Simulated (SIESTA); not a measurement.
Crystal: Pt.

```xyz
1
Lattice="0.0000 1.9609 1.9609 1.9609 0.0000 1.9609 1.9609 1.9609 0.0000" Properties=species:S:1:pos:R:3 pbc="T T T"
Pt    0.0000    0.0000    0.0000
```

| Property | Result |
| --- | --- |
| Program | SIESTA 5.4.2 |
| Task | relaxation of cell and atoms |
| Functional | PBE |
| Potentials or basis | PseudoDojo 0.4 standard (PBE files) |
| Basis | TZDP (energy shift 0.003 Ry; two zetas on semicore shells) |
| Grid cutoff | 800 Ry |
| Energy shift | 0.003 Ry |
| k mesh | 12 × 12 × 12 |
| Occupations | fermi-dirac, width 0.05 eV |
| Spin | no spin polarisation |

At the start: pressure 14.4 GPa; volume 15.08 Å³/atom.

Q: How do energy, volume and symmetry change on relaxing?

A: Over 4 steps the energy falls by 32.2 meV/atom and the volume is 15.84 Å³/atom (+5.0 %); space group Fm-3m (No. 225, to 0.05 Å).

The path:
```csv
step,energy change (eV),largest force (eV/Å),pressure (GPa),volume (Å³)
1,0.0000,0.0000,14.40,15.08
2,-0.0043,0.0000,13.36,15.13
3,-0.0322,0.0000,0.16,15.83
4,-0.0322,0.0000,-0.02,15.84
```

Final structure:
```
CELL_PARAMETERS angstrom
0.00001 1.99322 1.99322
1.99322 0.00001 1.99322
1.99322 1.99322 0.00001
ATOMIC_POSITIONS crystal
Pt 0.00000 0.00000 0.00000
```

Caveat: short orbitals over semicore shells can move pressures by several GPa; the basis of atomic orbitals isn't converged, which shifts pressures, moduli and gaps.
